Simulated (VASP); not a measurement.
# A VASP 6.6.1 single-point calculation on PbSe

INCAR

```
NSW = 0
LCHARG = .FALSE.
ISIF = 2
LWAVE = .FALSE.
PREC = Accurate
LASPH = .TRUE.
NELM = 120
ISMEAR = -1
EDIFF = 1E-7
NBANDS = 17
ENCUT = 520
LREAL = .FALSE.
NELECT = 21
IBRION = -1
SIGMA = 0.02
GGA = PE
```

KPOINTS

```
KPOINTS created by Atomic Simulation Environment
0
Gamma
8 8 8
0 0 0
```

POSCAR

```
Pb Se
 1.0000000000000000
     0.1247068600000000    3.1207480130000000    3.1207480130000000
     3.1207480130000000    0.1247068600000000    3.1207480130000000
     3.1207480130000000    3.1207480130000000    0.1247068600000000
 Pb  Se
   1   1
Cartesian
  0.0000000000000000  0.0000000000000000  0.0000000000000000
  3.1831014430000000  3.1831014430000000  3.1831014430000000
```

The recommended PBE PAW datasets give the neutral cell 20 valence electrons.

Command

```
mpirun -np 1 vasp_std
```

OSZICAR

```
N       E                     dE             d eps       ncg     rms          rms(c)
DAV:   1     0.172719497096E+03    0.17272E+03   -0.98688E+03  2226   0.124E+03
DAV:   2     0.103814887054E+02   -0.16234E+03   -0.15757E+03  2371   0.325E+02
DAV:   3    -0.168604971235E+01   -0.12068E+02   -0.11953E+02  2847   0.927E+01
DAV:   4    -0.197082848614E+01   -0.28478E+00   -0.28266E+00  2772   0.157E+01
DAV:   5    -0.197996593901E+01   -0.91375E-02   -0.91367E-02  3165   0.278E+00    0.509E+00
DAV:   6    -0.178508611647E+01    0.19488E+00   -0.11477E+00  2634   0.451E+00    0.297E+00
DAV:   7    -0.178688546534E+01   -0.17993E-02   -0.11019E-01  2769   0.179E+00    0.123E+00
DAV:   8    -0.178555583510E+01    0.13296E-02   -0.37636E-03  2713   0.495E-01    0.319E-01
DAV:   9    -0.178562817742E+01   -0.72342E-04   -0.50145E-04  2838   0.159E-01    0.622E-02
DAV:  10    -0.178565134920E+01   -0.23172E-04   -0.12317E-04  2832   0.654E-02    0.169E-02
DAV:  11    -0.178565734869E+01   -0.59995E-05   -0.36050E-05  3200   0.586E-02    0.970E-03
DAV:  12    -0.178565622069E+01    0.11280E-05   -0.22466E-06  2727   0.134E-02    0.119E-03
DAV:  13    -0.178565613627E+01    0.84419E-07   -0.54562E-07  2947   0.744E-03
   1 F= -.17856561E+01 E0= -.17848003E+01  d E =-.171175E-02
```

From OUTCAR

```
k-points           NKPTS =     65   k-points in BZ     NKDIM =     65   number of bands    NBANDS=     17

   NELECT =      21.0000    total number of electrons

   dimension x,y,z NGX =    36 NGY =   36 NGZ =   36
   dimension x,y,z NGXF=    72 NGYF=   72 NGZF=   72

  energy-cutoff  :      520.00
  volume of cell :       57.14
      direct lattice vectors                 reciprocal lattice vectors
     0.124706860  3.120748013  3.120748013    -0.170156023  0.163617764  0.163617764
     3.120748013  0.124706860  3.120748013     0.163617764 -0.170156023  0.163617764
     3.120748013  3.120748013  0.124706860     0.163617764  0.163617764 -0.170156023

 k-points in reciprocal lattice and weights: KPOINTS created by Atomic Simulation Env
   0.00000000  0.00000000  0.00000000       0.002
   0.12500000  0.00000000 -0.00000000       0.012
   0.25000000  0.00000000 -0.00000000       0.012
   0.37500000  0.00000000  0.00000000       0.012
   0.50000000  0.00000000 -0.00000000       0.006
   0.12500000  0.12500000  0.00000000       0.012
   0.25000000  0.12500000  0.00000000       0.023
   0.37500000  0.12500000 -0.00000000       0.023
   ...

 E-fermi :   6.7232

 k-point     1 :       0.0000    0.0000    0.0000
  band No.  band energies     occupation
      1     -11.5822      2.00000
      2     -11.5692      2.00000
      3     -11.5692      2.00000
      4     -11.5662      2.00000
      5     -11.5662      2.00000
      6      -8.7479      2.00000
      7      -1.3013      2.00000
      8       2.6658      2.00000
      9       3.1450      2.00000
     10       3.1450      2.00000
     11       9.6480      0.00000
     12       9.6480      0.00000
     13       9.6769      0.00000
     14      10.6908      0.00000
     15      11.4435      0.00000
     16      11.4435      0.00000
     17      12.5980      0.00000

 k-point     2 :       0.1250    0.0000   -0.0000
  band No.  band energies     occupation
      1     -11.5797      2.00000
      2     -11.5719      2.00000
      3     -11.5710      2.00000
      4     -11.5661      2.00000
      5     -11.5607      2.00000
      6      -8.6254      2.00000
      7      -1.6856      2.00000
      8       2.7570      2.00000
      9       3.1660      2.00000
     10       3.3493      2.00000
     11       8.4524      0.00000
     12       8.9190      0.00000
     13       8.9465      0.00000
     14      10.9555      0.00000
     15      11.1331      0.00000
     16      11.8247      0.00000
     17      13.9200      0.00000

 k-point     3 :       0.2500    0.0000   -0.0000
  band No.  band energies     occupation
      1     -11.5880      2.00000
      2     -11.5807      2.00000
      3     -11.5671      2.00000
      4     -11.5603      2.00000
      5     -11.5450      2.00000
      6      -8.2892      2.00000
      7      -2.5436      2.00000
      8       2.9259      2.00000
      9       3.2356      2.00000
     10       3.8141      2.00000
     11       6.8528      0.00305
     12       7.7036      0.00000
     13       7.8111      0.00000
     14      11.0575      0.00000
     15      12.0423      0.00000
     16      12.7758      0.00000
     17      15.9348      0.00000

 ...

  Total       11.9272766     11.9272766     11.9272766      0.2566968      0.2566968      0.2566968
  in kB      334.4073764    334.4073764    334.4073764      7.1970580      7.1970580      7.1970580
  external PRESSURE =     334.4073764 kB  Pullay stress =       0.0000000 kB

 POSITION                                       TOTAL-FORCE (eV/Angst)
 -----------------------------------------------------------------------------------
      0.00000      0.00000      0.00000         0.000000     -0.000000     -0.000000
      3.18310      3.18310      3.18310         0.000000      0.000000      0.000000
 -----------------------------------------------------------------------------------
    total drift:                               -0.000000      0.000000      0.000000

  FREE ENERGIE OF THE ION-ELECTRON SYSTEM (eV)
  ---------------------------------------------------
  free  energy   TOTEN  =        -1.7856561363 eV

  energy  without entropy=       -1.7839443877  energy(sigma->0) =       -1.78480026
```

It converged. Results: pressure 33.4 GPa.

The cell is charged and sits in a uniform background.

For comparison, a separate PBE run of the intended cell, on usual settings and not on those above, gives a gap of -0.13 eV on its mesh and a pressure of 2.5 GPa.

The run above took about 65 s on one core of a shared host (Intel Xeon Platinum 8488C) and held 0.22 GiB at most.
